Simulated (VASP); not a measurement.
Runs of VASP 6.6.1 on ZnO (zincite). Symmetry: P6_3mc, No. 186, hexagonal system. The conventional cell has a = 3.249 Å, b = 3.249 Å, c = 5.206 Å, α = 90.00°, β = 90.00°, γ = 120.00°. Zn (site symmetry 3m) is surrounded by 4 O at 1.97 to 1.98 Å. Around O (site symmetry 3m) lie 4 Zn at 1.97 to 1.98 Å. 

```csv
task,level,potentials or basis,cell,cutoff (eV),gap on the mesh (eV),pressure (GPa),largest force (eV/Å)
single point,LDA,"VASP PAW LDA potentials, release 64 (Zn, O)","P6_3mc, 11.9 Å³/atom",520,0.74,(b),0.06
single point,RPBE+D3(BJ),"VASP PAW PBE potentials, release 64 (Zn, O)","P6_3mc, 11.42 Å³/atom",520,0.94,1.4,-
relaxation of cell and atoms,RPBE+D3(BJ),"VASP PAW PBE potentials, release 64 (Zn, O)",relaxed,600,(a),0.1,-
single point,BLYP+D3(BJ),"VASP PAW PBE potentials, release 64 (Zn, O)","P6_3mc, 12.61 Å³/atom",520,0.86,(c),0.05
```

Alike in all rows: no spin polarisation; k mesh 9 × 9 × 5; smearing fermi-dirac 0.05 eV.

Question: Estimate the missing entries.

Answer: (a) 0.93; (b) -6.1; (c) -3.9.

Caveats: the PAW data sets were made with another functional, which shifts forces and pressure a little (some runs).

